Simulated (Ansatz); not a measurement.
# KTaO3 (Pm-3m) in Ansatz: a series of runs

The runs below take KTaO3 through relaxation of cell and atoms, with r2SCAN, r2SCAN+U.

All numbers are computed with Ansatz 0.2.0; they aren't measurements. Logs are shortened: lines on timing, memory, paths and dates and some standing lists are left out, and cuts for length are marked.

## (1) Starting point

It takes space group Pm-3m (No. 221, cubic). Conventional cell: a = 3.988 Å, b = 3.988 Å, c = 3.988 Å, α = 90.00°, β = 90.00°, γ = 90.00°. Around Ta (site symmetry m-3m) lie 6 O at 1.99 Å. Around K (site symmetry m-3m) lie 12 O at 2.82 Å. O (site symmetry 4/mmm) is surrounded by 2 Ta at 1.99 Å.

## (2) Relaxation of cell and atoms, r2SCAN

input.yaml

```yaml
crystal:
  lattice:
    - [3.9883, 0.0, 0.0]
    - [0.0, 3.9883, 0.0]
    - [0.0, 0.0, 3.9883]
  atoms:
    - { symbol: Ta, position: [0.0, 0.0, 0.0] }
    - { symbol: K, position: [0.5, 0.5, 0.5] }
    - { symbol: O, position: [0.0, 0.0, 0.5] }
    - { symbol: O, position: [0.0, 0.5, 0.0] }
    - { symbol: O, position: [0.5, 0.0, 0.0] }
hamiltonian:
  xc: r2scan
  pseudopotentials: { kind: paw }
kpoints:
  mp_grid: { grid: [7, 7, 7] }
scf:
  occupations: { method: fermi_dirac, width: 0.05 }
output:
  forces: true
  stress: true
  eigenvalues: true
relax:
  f_tol: 0.01
  max_steps: 40
  cell: { stress_tol: 0.05 }
```

Potentials or basis: Ansatz PAW.

On the command line:

```sh
> ansatz run input.yaml --threads 2 --pin off --max-ram 5632MiB --backend cpu --events-out ev --progress --plain --runs-dir out
```

What it wrote:

```text
Warning: RAYON_NUM_THREADS=2 ignored (pool sized by the plan → 2); use --threads N
Engine: ansatz 0.2.0, aarch64-unknown-linux-gnu
Pseudopotentials: kind: paw
Pseudopotential: Ta, paw, valence charge 13, recommended cutoff 500 eV (meta_gga), Ta.paw.azcp
Pseudopotential: K, paw, valence charge 9, recommended cutoff 500 eV (meta_gga), K.paw.azcp
Pseudopotential: O, paw, valence charge 6, recommended cutoff 500 eV (meta_gga), O.paw.azcp
Functional definition: r2SCAN
  parameter k0 = 0.174
  parameter k1 = 0.065
  parameter a1 = 4.9479
  exchange = r2scan_x(k0 = k0, k1 = k1, a1 = a1)
  correlation = r2scan_c
Crystal: 5 atoms, lattice volume = 63.440 Å³
Basis set: ecut = 500 eV, 1575 PW (Γ), exchange–correlation on 120×120×120 points (64 copies of the dense FFT grid, shifted against one another)
Bands: 25, of which v1, the nominal top of the filled ones, is band 20 counted from 1 (19 counted from 0)
Symmetry: 48 space group operations
Space group: Pm-3m (ITA 221), of the structure as read, at distance tolerance 4.0e-5 Å
k-points: 20 of 343
Non-local potential: Ta, projectors of the file, l = 0: 3, l = 1: 2, l = 2: 2, l = 3: 1
Non-local potential: K, projectors of the file, l = 0: 3, l = 1: 2, l = 2: 2
Non-local potential: O, projectors of the file, l = 0: 2, l = 1: 2, l = 2: 1
PAW form: soft (Blöchl's): semilocal exchange-correlation on the pseudo side does not see the compensation charge
PAW frozen core: Ta, regenerated for the run's functional (the file was generated under x = pbe(κ = 0.804, μ = 0.2195149727645171), c = pbe(β = 0.06672455060314922))
PAW frozen core: K, regenerated for the run's functional (the file was generated under x = pbe(κ = 0.804, μ = 0.2195149727645171), c = pbe(β = 0.06672455060314922))
PAW frozen core: O, regenerated for the run's functional (the file was generated under x = pbe(κ = 0.804, μ = 0.2195149727645171), c = pbe(β = 0.06672455060314922))
PAW one-centre angular grid: Ta, 590 points (default); XC on 160 Gauss nodes
PAW one-centre angular grid: K, 302 points (default); XC on 160 Gauss nodes
PAW one-centre angular grid: O, 302 points (default); XC on 160 Gauss nodes
Initial density: superposition of atomic densities (neutral atoms: chi_scale 0, normalization atom), corrected by the library's trained network
Initial wavefunctions: pseudopotential atomic-orbital guess
Functional: x = r2scan, c = r2scan; τ floored in thin density (d = 2e-4 eV/Å³)
SCF iter   1: F=—  HF=-13199.318064 eV  |F-HF|=—  |Δ(HF+E_count)|=         —  Δρ=1.01e-2  dr2=7.48e-2  dr2_τ=2.48e-1  ethr=1.77e-3  ⟨swp⟩=6.2  Hψ=2488  notcnv=0
preconditioner: auto → Resta (q_TF=auto, 2.526 Å⁻¹)  ε∞=4.3  [insulator: Δε(μ)=2.913 eV  Ē_g=14.164 eV  σ=0.050 eV  W_gap=1.00  n_scr=18 (ndim 8)  ℏωp=25.5 eV  f_vac=0.013  D(μ)=0.00/eV (n_scr^D=0)  ε∞_Penn≈4.3]
SCF iter   2: F=—  HF=-13199.386319 eV  |F-HF|=—  |Δ(HF+E_count)|=   6.83e-2  Δρ=5.15e-3  dr2=6.96e-3  dr2_τ=3.60e-3  ethr=1.87e-4  ⟨swp⟩=2.0  Hψ=1041  notcnv=0  defer=19
SCF iter   3: F=—  HF=-13199.386522 eV  |F-HF|=—  |Δ(HF+E_count)|=   2.03e-4  Δρ=2.09e-3  dr2=1.68e-3  dr2_τ=1.84e-4  ethr=1.74e-5  ⟨swp⟩=1.0  Hψ=481  notcnv=0  defer=19
SCF iter   4: F=—  HF=-13199.386479 eV  |F-HF|=—  |Δ(HF+E_count)|=   4.29e-5  Δρ=2.70e-4  dr2=2.60e-5  dr2_τ=5.48e-6  ethr=4.19e-6  ⟨swp⟩=2.8  Hψ=867  notcnv=0  defer=19
SCF iter   5: F=—  HF=-13199.386492 eV  |F-HF|=—  |Δ(HF+E_count)|=   1.34e-5  Δρ=7.60e-5  dr2=4.18e-6  dr2_τ=2.59e-7  ethr=6.50e-8  ⟨swp⟩=2.7  Hψ=931  notcnv=0  defer=19
SCF iter   6: F=—  HF=-13199.386492 eV  |F-HF|=—  |Δ(HF+E_count)|=   8.98e-8  Δρ=1.50e-5  dr2=1.34e-7  dr2_τ=1.80e-8  ethr=1.04e-8  ⟨swp⟩=2.0  Hψ=763  notcnv=0  defer=19
SCF iter   7: F=-13199.386492 eV  HF=-13199.386492 eV  |F-HF|=2.40e-9  |Δ(HF+E_count)|=   1.48e-8  Δρ=3.89e-6  dr2=9.61e-9  dr2_τ=4.11e-10  ethr=2.50e-10  ⟨swp⟩=8.9  Hψ=2049  notcnv=0
SCF 1 converged in 7 iterations: F = -13199.386492 eV  dr2 = 9.61e-9
relax step   1: F+E_penalty+E_count = -13199.38649246 eV  Δ(F+E_penalty+E_count) = +0.000e0 eV  max|allowed force component| = 1.325e-29 eV/Å  Δτ_max = 0.0000 Å  P = +0.297 GPa  Ω = 63.440 Å³  (7 SCF iters, dr2 threshold 1.00e-7 eV, accepted)
Crystal: 5 atoms, lattice volume = 63.553 Å³
Initial density: handed on by an earlier stage of this run
Initial wavefunctions: those handed on with the density
iter 1 solved again at ethr=8.46e-8 eV; its pass at ethr=3.10e-3 eV (dr2=3.39e-5 eV) is discarded
SCF iter   1: F=—  HF=-13199.386422 eV  |F-HF|=—  |Δ(HF+E_count)|=         —  Δρ=2.21e-4  dr2=2.71e-5  dr2_τ=1.24e-4  ethr=8.46e-8  ⟨swp⟩=2.0  Hψ=2637  notcnv=0
preconditioner: auto → Resta (q_TF=auto, 2.526 Å⁻¹)  ε∞=4.3  [insulator: Δε(μ)=2.686 eV  Ē_g=14.010 eV  σ=0.050 eV  W_gap=1.00  n_scr=18 (ndim 8)  ℏωp=25.5 eV  f_vac=0.013  D(μ)=0.00/eV (n_scr^D=0)  ε∞_Penn≈4.3]
SCF iter   2: F=—  HF=-13199.386521 eV  |F-HF|=—  |Δ(HF+E_count)|=   9.87e-5  Δρ=9.92e-5  dr2=5.37e-6  dr2_τ=3.31e-7  ethr=6.77e-8  ⟨swp⟩=2.0  Hψ=820  notcnv=0
SCF iter   3: F=—  HF=-13199.386521 eV  |F-HF|=—  |Δ(HF+E_count)|=   5.40e-7  Δρ=3.01e-5  dr2=4.34e-7  dr2_τ=5.53e-8  ethr=1.34e-8  ⟨swp⟩=2.0  Hψ=780  notcnv=0
SCF iter   4: F=—  HF=-13199.386521 eV  |F-HF|=—  |Δ(HF+E_count)|=   4.23e-8  Δρ=2.18e-5  dr2=3.01e-7  dr2_τ=4.89e-8  ethr=5.50e-10  ⟨swp⟩=6.2  Hψ=2193  notcnv=0
SCF iter   5: F=-13199.386520 eV  HF=-13199.386520 eV  |F-HF|=1.01e-9  |Δ(HF+E_count)|=   6.53e-8  Δρ=3.45e-6  dr2=5.95e-9  dr2_τ=6.82e-10  ethr=5.50e-10  ⟨swp⟩=4.8  Hψ=1700  notcnv=0
SCF 2 converged in 5 iterations: F = -13199.386520 eV  dr2 = 5.95e-9
relax step   2: F+E_penalty+E_count = -13199.38652048 eV  Δ(F+E_penalty+E_count) = -2.802e-5 eV  max|allowed force component| = 4.306e-30 eV/Å  Δτ_max = 0.0000 Å  P = -0.074 GPa  Ω = 63.553 Å³  energy of the carried Pulay correction = -4.979e-5 eV  (5 SCF iters, dr2 threshold 2.20e-7 eV, accepted)
Crystal: 5 atoms, lattice volume = 63.530 Å³
iter 1 solved again at ethr=3.23e-9 eV; its pass at ethr=3.10e-3 eV (dr2=1.29e-6 eV) is discarded
SCF iter   1: F=—  HF=-13199.386532 eV  |F-HF|=—  |Δ(HF+E_count)|=         —  Δρ=4.51e-5  dr2=1.03e-6  dr2_τ=5.02e-6  ethr=3.23e-9  ⟨swp⟩=2.0  Hψ=2635  notcnv=0
preconditioner: auto → Resta (q_TF=auto, 2.526 Å⁻¹)  ε∞=4.3  [insulator: Δε(μ)=2.686 eV  Ē_g=14.012 eV  σ=0.050 eV  W_gap=1.00  n_scr=18 (ndim 8)  ℏωp=25.5 eV  f_vac=0.013  D(μ)=0.00/eV (n_scr^D=0)  ε∞_Penn≈4.3]
SCF iter   2: F=—  HF=-13199.386536 eV  |F-HF|=—  |Δ(HF+E_count)|=   3.93e-6  Δρ=2.01e-5  dr2=1.98e-7  dr2_τ=1.30e-8  ethr=2.59e-9  ⟨swp⟩=2.0  Hψ=820  notcnv=0
SCF iter   3: F=—  HF=-13199.386536 eV  |F-HF|=—  |Δ(HF+E_count)|=   2.16e-8  Δρ=5.96e-6  dr2=1.62e-8  dr2_τ=2.34e-9  ethr=4.94e-10  ⟨swp⟩=2.0  Hψ=781  notcnv=0
SCF iter   4: F=-13199.386536 eV  HF=-13199.386536 eV  |F-HF|=6.58e-9  |Δ(HF+E_count)|=  4.15e-10  Δρ=3.80e-6  dr2=8.82e-9  dr2_τ=1.60e-9  ethr=3.45e-11  ⟨swp⟩=5.0  Hψ=1773  notcnv=0
SCF 3 converged in 4 iterations: F = -13199.386536 eV  dr2 = 8.82e-9
relax step   3: F+E_penalty+E_count = -13199.38653573 eV  Δ(F+E_penalty+E_count) = -1.525e-5 eV  max|allowed force component| = 2.330e-29 eV/Å  Δτ_max = 0.0000 Å  P = -0.001 GPa  Ω = 63.530 Å³  energy of the carried Pulay correction = -3.981e-5 eV  (4 SCF iters, dr2 threshold 1.38e-8 eV, accepted)
Initial wavefunctions: pseudopotential atomic-orbital guess (no wavefunctions were taken with the density)
iter 1 solved again at ethr=1.07e-8 eV; its pass at ethr=3.10e-3 eV (dr2=4.29e-6 eV) is discarded
SCF iter   1: F=—  HF=-13199.386549 eV  |F-HF|=—  |Δ(HF+E_count)|=         —  Δρ=4.16e-6  dr2=8.74e-9  dr2_τ=2.28e-9  ethr=1.07e-8  ⟨swp⟩=3.8  Hψ=4052  notcnv=0
preconditioner: auto → Resta (q_TF=auto, 2.526 Å⁻¹)  ε∞=4.3  [insulator: Δε(μ)=2.686 eV  Ē_g=14.013 eV  σ=0.050 eV  W_gap=1.00  n_scr=18 (ndim 8)  ℏωp=25.5 eV  f_vac=0.013  D(μ)=0.00/eV (n_scr^D=0)  ε∞_Penn≈4.3]
SCF iter   2: F=—  HF=-13199.386554 eV  |F-HF|=—  |Δ(HF+E_count)|=   5.61e-6  Δρ=1.64e-6  dr2=6.18e-10  dr2_τ=4.61e-10  ethr=2.19e-11  ⟨swp⟩=2.5  Hψ=790  notcnv=0
SCF iter   3: F=—  HF=-13199.386554 eV  |F-HF|=—  |Δ(HF+E_count)|=  1.53e-10  Δρ=8.58e-7  dr2=2.27e-10  dr2_τ=2.25e-11  ethr=1.00e-12  ⟨swp⟩=6.7  Hψ=2192  notcnv=0
SCF iter   4: F=-13199.386554 eV  HF=-13199.386554 eV  |F-HF|=1.27e-11  |Δ(HF+E_count)|=  7.28e-11  Δρ=3.61e-7  dr2=3.60e-11  dr2_τ=4.80e-12  ethr=1.00e-12  ⟨swp⟩=3.2  Hψ=1711  notcnv=0
SCF 4 converged in 4 iterations: F = -13199.386554 eV  dr2 = 3.60e-11
relax step   4: F+E_penalty+E_count = -13199.38655435 eV  Δ(F+E_penalty+E_count) = -1.861e-5 eV  max|allowed force component| = 1.972e-29 eV/Å  Δτ_max = 0.0000 Å  P = -0.000 GPa  Ω = 63.530 Å³  stress off target by 2.91e-4 GPa  SCF on the basis re-selected at this cell (its energy is not comparable with the rows above)  (4 SCF iters)
basis re-selected at this cell: Δ(F+E_penalty+E_count) = -1.861e-5 eV, ΔP = +0.000 GPa vs the last step (what re-selecting the basis moved, of the pressure what is left beyond the Pulay correction that the steps carried, after the strain that the cell walked since its last selection, with what the two solves' SCF thresholds leave and, on support functions, any second-order correction that the steps lacked; it is no measure of the basis error at this ecutwfc). This SCF's stress stands 2.91e-4 GPa from its target on what of the cell is left free (relax.cell.stress_tol is 5.00e-2 GPa) and its largest allowed force component is 1.97e-29 eV/Å (relax.f_tol is 1.00e-2 eV/Å): within both
SCF converged after 4 iterations
Free energy (F): -13199.386554 eV
Harris-Foulkes:  -13199.386554 eV  (|F-HF|=1.27e-11)
Internal energy: -13199.386554 eV  (E = F + TS)
E sigma→0 (E₀):  -13199.386554 eV
Fermi energy:    9.704168 eV
--- Per-component energies (eV) ---
  E_band       = -289.469107
  E_kinetic    = 1149.438442
  E_local      = -2224.298642  (includes V_loc(G=0)·N_el)
  E_nonlocal   = 168.536145
  E_hartree    = 778.772517
  E_xc         = -559.899772
  E_vxc        = -726.488483  (∫ρ·V_xc dr)
  E_paw        = -9690.885458  (= ΣΔE_a)
  E_vpaw       = -256.487814  (= ΣTr[D̂ρ^β])
  E_aug_tail   = 0.003110  (compensation charges beyond the density's cutoff)
  E_vtau       = 42.283273  (kinetic-family band-sum trace: ∫τ·v_τ [+ j·A + Jᵃ·Aᵃ] dr)
  E_ewald      = -2820.004608
  E_core_change = -1.048288  (= ΣΔE_core)
  E_smearing   = -0.000000  (= −TS)
  E_closure    = -0.000000  (closes the sum)
  Σ components = -13199.386554   (vs F -13199.386554, Δ=0.00e0)
--- Forces (eV/Å), atoms counted from 1 ---
  atom   1  Ta     0.00000000    -0.00000000    -0.00000000
  atom   2  K     -0.00000000     0.00000000     0.00000000
  atom   3  O     -0.00000000    -0.00000000    -0.00000000
  atom   4  O      0.00000000     0.00000000     0.00000000
  atom   5  O      0.00000000    -0.00000000     0.00000000
  max |Σ_I F_I| component: 6.57e-30 eV/Å
--- Stress (GPa, compression-positive) ---
       -0.000291       0.000000      -0.000000
        0.000000      -0.000291       0.000000
       -0.000000       0.000000      -0.000291
  P = ⅓ Tr σ = -0.0003 GPa (-0.003 kbar)
--- Band table (eV; the first three rows and the last of 20) ---
  k-point 0: bands = ["-60.9571", "-26.7622", "-26.7622", "-26.7622", "-19.9777", "-10.1376", "-9.4797", "-9.4797", "-2.7637", "-2.7637", "-2.7637", "5.8979", "5.8979", "5.8979", "7.2957", "7.2957", "7.2957", "7.7403", "7.7403", "7.7403", "11.0055", "11.0055", "11.0055", "15.5386", "15.5386"]
  k-point 1: bands = ["-60.9570", "-26.7812", "-26.7615", "-26.7615", "-19.9726", "-10.0814", "-9.4757", "-9.3643", "-2.7562", "-2.7562", "-2.7388", "5.3945", "5.8791", "5.8791", "7.0122", "7.0122", "7.2029", "7.2059", "7.6446", "7.6446", "11.0331", "11.5955", "11.5955", "15.5464", "16.0214"]
  k-point 2: bands = ["-60.9568", "-26.8233", "-26.7600", "-26.7600", "-19.9610", "-10.0335", "-9.4666", "-8.9913", "-2.7392", "-2.7392", "-2.6821", "4.0644", "5.8418", "5.8418", "6.4566", "6.4566", "6.5815", "7.0143", "7.5594", "7.5594", "11.0966", "12.7679", "12.7679", "15.5604", "16.7470"]
  k-point 19: bands = ["-60.9558", "-26.8482", "-26.8481", "-26.8481", "-19.9237", "-8.6364", "-8.5823", "-8.5823", "-2.9909", "-2.9909", "-2.9505", "3.0000", "3.0000", "3.0116", "4.4349", "4.5176", "4.5176", "8.2685", "8.2685", "8.3198", "15.0438", "15.0977", "15.0977", "18.2721", "18.2721"]
--- Relaxed structure (3 steps of the walk, 3 accepted, 1 SCFs on fresh bases) ---
  F+E_penalty+E_count = -13199.38655435 eV   max|allowed force component| = 1.972e-29 eV/Å   (the final SCF, on the basis selected at the relaxed cell)
  cell:  # Å, volume = 63.5300 Å³
    - [3.9901849266796194, 3.851859888774472e-34, 0.0]
    - [3.851859888774472e-34, 3.9901849266796194, 0.0]
    - [-1.6049416203226965e-35, -8.024708101613482e-36, 3.9901849266796194]
  atoms:
    - { symbol: Ta, position: [1.7605545187985833e-37, 1.0689081009741894e-37, -3.1438473558180107e-38] }
    - { symbol: K, position: [0.5000000000000001, 0.5000000000000001, 0.5000000000000001] }
    - { symbol: O, position: [5.030155768080911e-38, 4.4013862978679697e-38, 0.5000000000000001] }
    - { symbol: O, position: [1.7605545190777829e-37, 0.5000000000000001, -3.1438473555892664e-38] }
    - { symbol: O, position: [0.5000000000000001, 1.0689081008713114e-37, -3.1438473555892664e-38] }
```

Wall time 10 s (2 threads of Arm Neoverse V1, shared host); peak memory 0.47 GiB.

Results:

| Item | Value |
| --- | --- |
| Free energy | -13199.3866 eV |
| Relaxed volume | 12.71 Å³/atom |
| Relaxed cell | a = 3.990 Å, b = 3.990 Å, c = 3.990 Å, α = 90.00°, β = 90.00°, γ = 90.00° |
| Space group after relaxing (to 0.05 Å) | Pm-3m (No. 221) |
| Energy gained by relaxing | 0.0 meV/atom |
| Ionic steps | 4 |
| Pressure after relaxing | 0.0 GPa |
| Band gap on the k mesh | 2.69 eV, indirect (least direct gap 3.27 eV) |

Final structure:
```
Ta K O
1.0
     3.99018    0.00000    0.00000
     0.00000    3.99018    0.00000
     0.00000    0.00000    3.99018
Ta K O
1 1 3
Direct
  0.00000 0.00000 0.00000
  0.50000 0.50000 0.50000
  0.00000 0.00000 0.50000
  0.00000 0.50000 0.00000
  0.50000 0.00000 0.00000
```

Caveat: odd divisions of the mesh miss points on the zone boundary, where band edges often lie, so the gap on the mesh can be too wide; the plane-wave basis is chosen anew once the cell has moved, so the energies of steps on either side of that aren't comparable; spin-orbit coupling is left out, which moves the levels of the heavy elements; the PAW data sets come from PBE, with cores solved anew for the run's functional, which leaves a small shift of forces and pressure.

(Continued in part 2 of 2.)
